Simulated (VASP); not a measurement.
# As (P6/mmm) in VASP: notebook

One crystal, As, is run at these levels: LDA; tasks: single point.

All numbers are computed with VASP 6.6.1; they aren't measurements. Logs are shortened: lines on timing, memory, paths and dates and some standing lists are left out, and cuts for length are marked.

### 1 The crystal as given

It takes space group P6/mmm (No. 191, hexagonal). The conventional cell has a = 4.752 Å, b = 4.752 Å, c = 2.765 Å, α = 90.00°, β = 90.00°, γ = 120.00°. As (site symmetry 6/mmm) has 14 As at 2.77 to 3.07 Å as nearest neighbours. Around As (site symmetry -6m2) lie 11 As at 2.74 to 3.07 Å.

This isn't the form of As at room conditions, which is rhombohedral.

### 2 Single point, LDA

Contents of INCAR:

```
PREC = Accurate
ENCUT = 520
EDIFF = 1E-7
ISMEAR = -1
SIGMA = 0.1
LREAL = False
LASPH = True
NELM = 60
ALGO = Normal
ISIF = 2
LWAVE = False
LCHARG = False
NBANDS = 14
```

Contents of KPOINTS:

```
Automatic mesh
0
Gamma
  10 10 15
```

Contents of POSCAR:

```
As
1.0
    4.7518084129      0.0000000000      0.0000000000
   -2.3759042065      4.1151867995      0.0000000000
    0.0000000000      0.0000000000      2.7654405761
As
3
Direct
    1.0000000000      1.0000000000      0.0000000000
    0.3333333333      0.6666666667      0.5000000000
    0.6666666667      0.3333333333      0.5000000000
```

Potentials or basis: VASP PAW LDA potentials, release 64 (As).

The run is started by

```sh
> cat potpaw_LDA.64/As/POTCAR > POTCAR
> mpirun -np 1 vasp_std > vasp.out
```

OUTCAR:

```text
PREC = Accurate
   ENCUT = 520
   EDIFF = 1E-7
   ISMEAR = -1
   LREAL = False
   LASPH = True
   NELM = 60
   ISIF = 2

 ion  position               nearest neighbor table
   1  0.000  0.000  0.000-
   2  0.333  0.667  0.500-   3 2.74   3 2.74   3 2.74
   3  0.667  0.333  0.500-   2 2.74   2 2.74   2 2.74

  LATTYP: Found a hexagonal cell.
 ALAT       =     4.7518084129
 C/A-ratio  =     0.5819764468

  Lattice vectors:

 A1 = (   4.7518084129,   0.0000000000,   0.0000000000)
 A2 = (  -2.3759042065,   4.1151867995,   0.0000000000)
 A3 = (   0.0000000000,   0.0000000000,   2.7654405761)

Analysis of symmetry for initial positions (statically):
=====================================================================
 Subroutine PRICEL returns:
 Original cell was already a primitive cell.

 Routine SETGRP: Setting up the symmetry group for a
 hexagonal supercell.

 Subroutine GETGRP returns: Found 24 space group operations
 (whereof 24 operations were pure point group operations)
 out of a pool of 24 trial point group operations.

The static configuration has the point symmetry D_6h.

Analysis of symmetry for dynamics (positions and initial velocities):
=====================================================================
 Subroutine PRICEL returns:
 Original cell was already a primitive cell.

 Routine SETGRP: Setting up the symmetry group for a
 hexagonal supercell.

 Subroutine GETGRP returns: Found 24 space group operations
 (whereof 24 operations were pure point group operations)
 out of a pool of 24 trial point group operations.

The dynamic configuration has the point symmetry D_6h.

 Subroutine INISYM returns: Found 24 space group operations
 (whereof 24 operations are pure point group operations),
 and found     1 'primitive' translations

----------------------------------------------------------------------------------------

                                     Primitive cell

  volume of cell :      54.0770

  direct lattice vectors                    reciprocal lattice vectors
     4.751808413  0.000000000  0.000000000     0.210446195  0.121501167  0.000000000
    -2.375904207  4.115186799  0.000000000     0.000000000  0.243002335  0.000000000
     0.000000000  0.000000000  2.765440576     0.000000000  0.000000000  0.361606034

  length of vectors
     4.751808413  4.751808413  2.765440576     0.243002335  0.243002335  0.361606034

  position of ions in fractional coordinates (direct lattice)
     0.000000000  0.000000000  0.000000000
     0.333333333  0.666666667  0.500000000
     0.666666667  0.333333333  0.500000000

  ion indices of the primitive-cell ions
   primitive index   ion index
                 1           1
                 2           2
                 3           3

----------------------------------------------------------------------------------------

 KPOINTS: Automatic mesh

Automatic generation of k-mesh.
 Grid dimensions read from file:
 generate k-points for:   10   10   15

 Generating k-lattice:

  Cartesian coordinates                     Fractional coordinates (reciprocal lattice)
     0.021044620  0.012150117  0.000000000     0.100000000  0.000000000  0.000000000
     0.000000000  0.024300233  0.000000000     0.000000000  0.100000000  0.000000000
     0.000000000  0.000000000  0.024107069     0.000000000  0.000000000  0.066666667

  Length of vectors
     0.024300233  0.024300233  0.024107069

  Shift w.r.t. Gamma in fractional coordinates (k-lattice)
     0.000000000  0.000000000  0.000000000

 Subroutine IBZKPT returns following result:
 ===========================================

 Found    112 irreducible k-points:

 Following reciprocal coordinates:
            Coordinates               Weight
  0.000000  0.000000  0.000000      1.000000
  0.100000  0.000000  0.000000      6.000000
  0.200000  0.000000  0.000000      6.000000
  0.300000  0.000000  0.000000      6.000000
  0.400000  0.000000  0.000000      6.000000
  0.500000  0.000000  0.000000      3.000000
[... 16 lines left out ...]
  0.300000  0.100000  0.066667     24.000000
  0.400000  0.100000  0.066667     24.000000
 [... further k-points ...]
   k-points           NKPTS =    112   k-points in BZ     NKDIM =    112   number of bands    NBANDS=     14
   number of dos      NEDOS =    301   number of ions     NIONS =      3
   total plane-waves  NPLWV =  31104
   dimension x,y,z NGX =    36 NGY =   36 NGZ =   24
   dimension x,y,z NGXF=    72 NGYF=   72 NGZF=   48
   ions per type =               3
   NGX,Y,Z   is equivalent  to a cutoff of  12.59, 12.59, 14.43 a.u.
   NGXF,Y,Z  is equivalent  to a cutoff of  25.19, 25.19, 28.86 a.u.
 SYSTEM =  unknown system
   PREC   = accura    normal or accurate (medium, high low for compatibility)
   ISTART =      0    job   : 0-new  1-cont  2-samecut
   ICHARG =      2    charge: 1-file 2-atom 10-const
   ISPIN  =      1    spin polarized calculation?
   LNONCOLLINEAR =      F non collinear calculations
   LSORBIT =      F    spin-orbit coupling
   LASPH  =      T    aspherical Exc in radial PAW
   ENCUT  =  520.0 eV  38.22 Ry    6.18 a.u.   8.84  8.84  5.14*2*pi/ulx,y,z
   NELM   =     60;   NELMIN=  2; NELMDL= -5     # of ELM steps
   EDIFF  = 0.1E-06   stopping-criterion for ELM
   LREAL  =      F    real-space projection
   EDIFFG = 0.1E-05   stopping-criterion for IOM
   NSW    =      0    number of steps for IOM
   IBRION =     -1    ionic relax: 0-MD 1-quasi-New 2-CG
   NFREE  =      0    steps in history (QN), initial steepest desc. (CG)
   ISIF   =      2    stress and relaxation
   ISYM   =      2    0-nonsym 1-usesym 2-fastsym
   POTIM  = 0.5000    time-step for ionic-motion
   TEBEG  =    0.0;   TEEND  =   0.0 temperature during run
   PSTRESS=    0.0 pullay stress
   NELECT =      15.0000    total number of electrons
   NUPDOWN=      -1.0000    fix difference up-down
   EMIN   =  10.00;   EMAX   =-10.00  energy-range for DOS
   EFERMI =   0.00;   METHOD = LEGACY
   ISMEAR =    -1;   SIGMA  =   0.10  broadening in eV -4-tet -1-fermi 0-gaus
   EFERMI_NEDOS =   21; number of points for ismear=-14 and -15
   IALGO  =     38    algorithm
   IMIX   =      4    mixing-type and parameters
     AMIX     =   0.40;   BMIX     =  1.00
     AMIX_MAG =   1.60;   BMIX_MAG =  1.00
  volume/ion in A,a.u.               =      18.03       121.64
  Fermi-wavevector in a.u.,A,eV,Ry     =   1.067663  2.017591 15.509348  1.139905
  Thomas-Fermi vector in A             =   2.203287
   LORBIT       =      0    0 simple, 1 ext, 2 COOP (PROOUT), +10 PAW based schemes
   GGA     = CA    functional components
   LHFCALC =     F    Hartree Fock is set to
   AEXX    =    0.0000 exact exchange contribution
   IVDW    =     0    specifies the selected vdW correction
   LEPSILON=     F    determine dielectric tensor
   LRPA    =     F    only Hartree local field effects (RPA)
 non-spin polarized calculation
  energy-cutoff  :      520.00
  volume of cell :       54.08
 maximum number of plane-waves:      1486
 NGX is ok and might be reduce to    36
   NGX = 17   NGY = 17   NGZ = 11

 number of electron      15.0000000 magnetization

 Free energy of the ion-electron system (eV)
  ---------------------------------------------------
  ext. energy  EPLUGINS =         0.00000000
  ---------------------------------------------------
  free energy    TOTEN  =       -15.01838359 eV

  energy without entropy =      -14.96775836  energy(sigma->0) =      -14.99307098

 E-fermi :   7.0964     XC(G=0): -11.1162

 val. band max:        7.0910382284   @ k =   0.2000   0.1000   0.4000
 cond. band min:       7.0991633445   @ k =   0.1000   0.1000   0.4667
 fundamental gap:      0.0081251161
 Fermi energy:         7.0964176436

 k-point     1 :       0.0000    0.0000    0.0000
  band No.  band energies     occupation
      1      -8.4702      2.00000
      2      -2.7302      2.00000
      3      -2.5556      2.00000
      4       2.1801      2.00000
      5       2.1801      2.00000
      6       2.4693      2.00000
      7       2.4693      2.00000
      8       9.7605      0.00000
      9      13.0847      0.00000
     10      13.0847      0.00000
     11      14.0901      0.00000
     12      14.1142      0.00000
     13      14.4910      0.00000
     14      19.9278      0.00000

 k-point     2 :       0.1000    0.0000    0.0000
  band No.  band energies     occupation
      1      -8.3866      2.00000
      2      -2.9399      2.00000
      3      -2.7750      2.00000
      4       1.5375      2.00000
      5       1.8803      2.00000
      6       3.2724      2.00000
      7       3.5124      2.00000
      8       9.8388      0.00000
      9      12.4385      0.00000
     10      12.8743      0.00000
     11      13.9727      0.00000
     12      14.0145      0.00000
     13      14.5830      0.00000
     14      19.8099      0.00000

 k-point     3 :       0.2000    0.0000    0.0000
  band No.  band energies     occupation
      1      -8.1364      2.00000
      2      -3.6507      2.00000
      3      -3.1210      2.00000
      4       0.9351      2.00000
      5       2.2624      2.00000
      6       4.3534      2.00000
      7       5.1145      2.00000
      8      10.0712      0.00000
      9      10.9743      0.00000
     10      12.2196      0.00000
     11      13.5807      0.00000
     12      13.8168      0.00000
     13      14.8345      0.00000
     14      19.0027      0.00000

 k-point     4 :       0.3000    0.0000    0.0000
  band No.  band energies     occupation
      1      -7.7218      2.00000
      2      -4.6041      2.00000
      3      -3.4070      2.00000
      4       0.4997      2.00000
      5       3.1794      2.00000
      6       5.5757      2.00000
      7       6.9147      1.72055
      8       9.2559      0.00000
      9      10.4506      0.00000
     10      11.1462      0.00000
     11      12.9767      0.00000
     12      13.6180      0.00000
     13      15.2323      0.00000
     14      17.5896      0.00000

 k-point     5 :       0.4000    0.0000    0.0000
  band No.  band energies     occupation
      1      -7.1475      2.00000
      2      -5.5575      2.00000
      3      -3.5942      2.00000
      4       0.2370      2.00000
      5       4.4191      2.00000
      6       6.9117      1.72764
      7       7.5155      0.02980
      8       8.6559      0.00000
      9       9.8084      0.00000
     10      10.9632      0.00000
     11      12.2786      0.00000
[... 276 lines left out ...]
 k-point    22 :       0.2000    0.1000    0.0667
  band No.  band energies     occupation
      1      -7.8050      2.00000
      2      -4.0042      2.00000
      3      -3.5079      2.00000
      4       1.1831      2.00000
      5       2.3159      2.00000
      6       5.5705      2.00000
      7       6.1381      1.99986
      8       9.3290      0.00000
      9       9.7506      0.00000
     10      11.8134      0.00000
     11      12.5699      0.00000
     12      12.8275      0.00000
     13      16.1642      0.00000
     14      18.1846      0.00000

 k-point    23 :       0.3000    0.1000    0.0667
  band No.  band energies     occupation
      1      -7.3107      2.00000
      2      -4.9581      2.00000
      3      -3.7652      2.00000
      4       0.8666      2.00000
      5       3.4086      2.00000
      6       6.8052      1.89693
      7       7.8450      0.00112
      8       8.0525      0.00014
      9       9.8626      0.00000
     10      10.8011      0.00000
     11      11.8675      0.00000
     12      12.6123      0.00000
     13      16.3911      0.00000
     14      17.1800      0.00000

 k-point    24 :       0.4000    0.1000    0.0667
  band No.  band energies     occupation
      1      -6.6627      2.00000
      2      -5.8627      2.00000
      3      -3.8999      2.00000
      4       0.7034      2.00000
      5       4.7610      2.00000
      6       6.3331      1.99903
      7       8.1135      0.00008
      8       9.1967      0.00000
      9       9.5979      0.00000
     10      10.5341      0.00000
     11      11.1767      0.00000
     12      12.4933      0.00000
     13      15.2228      0.00000
     14      17.3351      0.00000

 [... further k-points ...]

------------------------ aborting loop because EDIFF is reached ----------------------------------------

  FORCE on cell =-STRESS in cart. coord.  units (eV):
  Direction    XX          YY          ZZ          XY          YZ          ZX
  --------------------------------------------------------------------------------------
  -------------------------------------------------------------------------------------
  Total        0.2695965      0.2695965     -0.0415171     -0.0000000     -0.0000000      0.0000000
  in kB        7.9875218      7.9875218     -1.2300566     -0.0000000     -0.0000000      0.0000000
  external PRESSURE =       4.9149957 kB  Pullay stress =       0.0000000 kB

 VOLUME and BASIS-vectors are now :
 -----------------------------------------------------------------------------
  energy-cutoff  :      520.00
  volume of cell :       54.08
      direct lattice vectors                 reciprocal lattice vectors
     4.751808413  0.000000000  0.000000000     0.210446195  0.121501167  0.000000000
    -2.375904207  4.115186799  0.000000000     0.000000000  0.243002335  0.000000000
     0.000000000  0.000000000  2.765440576     0.000000000  0.000000000  0.361606034

 POSITION                                       TOTAL-FORCE (eV/Angst)
 -----------------------------------------------------------------------------------
      0.00000      0.00000      0.00000         0.000000      0.000000     -0.000000
     -0.00000      2.74346      1.38272         0.000000      0.000000      0.000000
      2.37590      1.37173      1.38272        -0.000000     -0.000000     -0.000000
 -----------------------------------------------------------------------------------
    total drift:                               -0.000000      0.000000     -0.000000

  FREE ENERGIE OF THE ION-ELECTRON SYSTEM (eV)
  ---------------------------------------------------
  free  energy   TOTEN  =       -15.0183835947 eV

  energy  without entropy=      -14.9677583597  energy(sigma->0) =      -14.99307098
```

It took 20 s on 1 thread of Intel Xeon 6975P-C (Granite Rapids), shared host; peak memory 0.19 GiB.

Results:

```yaml
Free_energy: -15.0184 eV
Pressure: 0.5 GPa
Band_gap_on_the_k_mesh: none (metal or under the smearing width)
```

Stress tensor (GPa, compression positive):
```
 0.80  0.00  0.00
 0.00  0.80  0.00
 0.00  0.00 -0.12
```

Levels at points of the mesh, in eV from the Fermi level:
```csv
k point,band 4,band 5,band 6,band 7,band 8,band 9,band 10,band 11,band 12,band 13
"(0.00, 0.00, 0.00)",-4.92,-4.92,-4.63,-4.63,2.66,5.99,5.99,6.99,7.02,7.39
"(0.50, 0.00, 0.00)",-6.95,-1.33,-1.08,1.05,1.46,2.44,4.48,4.50,6.33,7.70
```

### 3 Single point, LDA

This run uses another cell than the first one, of 17.30 Å³/atom, 0.960 times its volume.

Contents of INCAR:

```
SYSTEM = As
PREC = Accurate ; ENCUT = 520
EDIFF = 1E-7 ; ISMEAR = -1
SIGMA = 0.1 ; LREAL = .False.
LASPH = .True. ; NELM = 100
ALGO = Normal ; ISIF = 2
LWAVE = .False. ; LCHARG = .False.
GGA = CA ; NBANDS = 14
```

Contents of KPOINTS:

```
Automatic mesh
0
Gamma
  9 9 13
  0 0 0
```

Contents of POSCAR:

```
As
1.0
    4.6875869131      0.0000000000      0.0000000000
   -2.3437934566      4.0595693492      0.0000000000
    0.0000000000      0.0000000000      2.7280651759
As
3
Direct
    1.0000000000      1.0000000000      0.0000000000
    0.3333333333      0.6666666667      0.5000000000
    0.6666666667      0.3333333333      0.5000000000
```

Potentials or basis: VASP PAW LDA potentials, release 64 (As).

The run is started by

```sh
> cat potpaw_LDA.64/As/POTCAR > POTCAR
> mpirun -np 1 vasp_std > vasp.out
```

It took 14 s on 1 thread of Intel Xeon 6975P-C (Granite Rapids), shared host; peak memory 0.17 GiB.

The run converged. Its results:

```
Free energy            : -14.9642 eV
Pressure               : 5.0 GPa
Band gap on the k mesh : none (metal or under the smearing width)
```

Stress tensor (GPa, compression positive):
```
3.52 0.00 0.00
0.00 3.52 0.00
0.00 0.00 7.89
```

Levels at points of the mesh, in eV from the Fermi level:
```
           k point  band 6  band 7  band 8  band 9  band 10  band 11
(0.00, 0.00, 0.00)   -4.91   -4.91    2.73    6.28     6.28     7.34
```

### 4 Single point, LDA

Contents of INCAR:

```
SYSTEM = As
PREC = Accurate
ENCUT = 520
EDIFF = 1E-6
ISMEAR = -1
SIGMA = 0.1
LREAL = .FALSE.
LASPH = .TRUE.
NELM = 80
ALGO = Normal
ISIF = 2
LWAVE = .FALSE.
LCHARG = .FALSE.
NBANDS = 14
```

Contents of KPOINTS:

```
Automatic mesh
0
G
  9 9 13
  0 0 0
```

Contents of POSCAR:

```
As
1.0
    4.7518084129      0.0000000000      0.0000000000
   -2.3759042065      4.1151867995      0.0000000000
    0.0000000000      0.0000000000      2.7654405761
As
3
Direct
    1.0000000000      1.0000000000      0.0000000000
    0.3333333333      0.6666666667      0.5000000000
    0.6666666667      0.3333333333      0.5000000000
```

The run is started by

```sh
> cat potpaw_LDA.64/As/POTCAR > POTCAR
> mpirun -np 1 vasp_std > vasp.out
```

Run time: 14 s. Hardware: 1 thread of Intel Xeon 6975P-C (Granite Rapids), shared host; peak memory 0.18 GiB.

Results (log left out):

```yaml
Free_energy: -15.0010 eV
Pressure: 0.6 GPa
Band_gap_on_the_k_mesh: none (metal or under the smearing width)
```

Stress tensor (GPa, compression positive):
```
-0.46  0.00  0.00
 0.00 -0.46  0.00
 0.00  0.00  2.80
```

Levels at points of the mesh, in eV from the Fermi level:
| k point | band 5 | band 6 | band 7 | band 8 | band 9 | band 10 | band 11 | band 12 |
| --- | --- | --- | --- | --- | --- | --- | --- | --- |
| (0.00, 0.00, 0.00) | -4.95 | -4.66 | -4.66 | 2.64 | 5.96 | 5.96 | 6.97 | 6.99 |

### 5 Summary

```tsv
cell	k mesh	gap on the mesh (eV)	pressure (GPa)
P6/mmm, 18.03 Å³/atom	10 × 10 × 15	none	0.5
P6/mmm, 17.3 Å³/atom	9 × 9 × 13	none	5.0
P6/mmm, 18.03 Å³/atom	9 × 9 × 13	none	0.6
```

Alike in all rows: task single point; level LDA; potentials or basis VASP PAW LDA potentials, release 64 (As); no spin polarisation; cutoff (eV) 520; smearing fermi-dirac 0.1 eV.

Every run on the cell as given and a fine mesh finds a metal.

Absolute energies hang on the potentials; compare differences alone.
